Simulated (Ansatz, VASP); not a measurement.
# One calculation of AlRu, two programs

INCAR

```
SYSTEM = AlRu
  PREC = Accurate
  ENCUT = 520
  EDIFF = 1E-6
  ISMEAR = -1
  SIGMA = 0.05
  LREAL = .False.
  LASPH = .True.
  NELM = 80
  ALGO = Normal
  ISIF = 2
  LWAVE = .False.
  LCHARG = .False.
  GGA = PS
  NBANDS = 16
```

File KPOINTS:

```
regular mesh
0
Gamma
  12 12 12
  0 0 0
```

File POSCAR:

```
AlRu
1.0
    3.0309676725      0.0000000000      0.0000000000
    0.0000000000      3.0309676725      0.0000000000
    0.0000000000      0.0000000000      3.0309676725
Al Ru
1 1
Direct
    0.0000000000      0.0000000000      0.0000000000
    0.5000000000      0.5000000000      0.5000000000
```

Input for Ansatz:

```yaml
crystal:
  lattice:
    - [3.0309676725, 0.0, 0.0]
    - [0.0, 3.0309676725, 0.0]
    - [0.0, 0.0, 3.0309676725]
  atoms:
    - { symbol: Al, position: [0.0, 0.0, 0.0] }
    - { symbol: Ru, position: [0.5, 0.5, 0.5] }
kpoints:
  mp_grid: { grid: [12, 12, 12] }
  band_path:
    path:
      - [0.0, 0.0, 0.0]
      - [0.0, 0.5, 0.0]
      - [0.5, 0.5, 0.0]
      - [0.0, 0.0, 0.0]
      - [0.5, 0.5, 0.5]
      - [0.0, 0.5, 0.0]
      - [0.5, 0.5, 0.5]
      - [0.5, 0.5, 0.0]
    npoints: 5
scf:
  occupations: { method: fermi_dirac, width: 0.05 }
hamiltonian:
  xc: pbesol
  pseudopotentials: { kind: all_electron, lapw: { basis_error: 0.001 } }
output:
  forces: true
  stress: true
  eigenvalues: true
```

Change from the starting cell: volume scaled by 1.04.

Alike in both runs: task single point; functional PBEsol; k mesh 12 × 12 × 12; occupations fermi-dirac, width 0.05 eV; no spin polarisation.

|  | VASP | Ansatz |
| --- | --- | --- |
| version | VASP 6.6.1 | Ansatz 0.2.0 |
| potentials or method | VASP PAW PBE potentials, release 64 (Al, Ru_pv) | all-electron LAPW, scalar-relativistic |
| plane-wave cutoff (eV) | 520 | see its input |

VASP gave:

```
pressure (GPa) : -10.7
```

**Question.** Which values does Ansatz return?

**Answer.** Pressure (GPa): -10.8.

Ansatz ran all-electron here, so the differences hold the error of VASP's frozen core and of both bases.

Caveats: the PAW data sets were made with another functional, which shifts forces and pressure a little (VASP).
